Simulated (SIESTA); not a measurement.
Crystal: NiO.

```
Ni O
1.0
     0.00000    2.08590    2.08590
     2.08590    0.00000    2.08590
     2.08590    2.08590    0.00000
Ni O
1 1
Direct
  0.00000 0.00000 0.00000
  0.50000 0.50000 0.50000
```

Base run:

* Program: SIESTA 5.4.2
* Functional: LDA
* Potentials or basis: PseudoDojo 0.4 standard (LDA files)
* Basis: DZP (energy shift 0.003 Ry; two zetas on semicore shells)
* Grid cutoff: 800 Ry
* Energy shift: 0.003 Ry
* k mesh: 8 × 8 × 8
* Occupations: fermi-dirac, width 0.05 eV
* Spin: collinear spin, ferromagnetic start
* Starting moments: [1.0, 0.0] μB

Its results: band gap on the k mesh none (metal or under the smearing width); pressure -18.0 GPa; net moment 0.72 μB per cell; site moments Ni +0.60; O +0.12 μB.

The run is repeated on the same cell with these changes: basis from DZP (energy shift 0.003 Ry; two zetas on semicore shells) to TZP (energy shift 0.003 Ry; two zetas on semicore shells). What comes out?

Band gap on the k mesh none (metal or under the smearing width); pressure -19.2 GPa; net moment 0.72 μB per cell; site moments Ni +0.60; O +0.11 μB.

Caveats: short orbitals over semicore shells can move pressures by several GPa; so large a pressure means that the cell lies far from this level's equilibrium, or that cutoff or potentials fall short; the basis of atomic orbitals isn't converged, which shifts pressures, moduli and gaps; a cell with one magnetic atom can't hold antiferromagnetic order, which such compounds often take; semilocal functionals often make such compounds metallic where correlation or magnetic order opens a gap, which also shifts bond lengths.
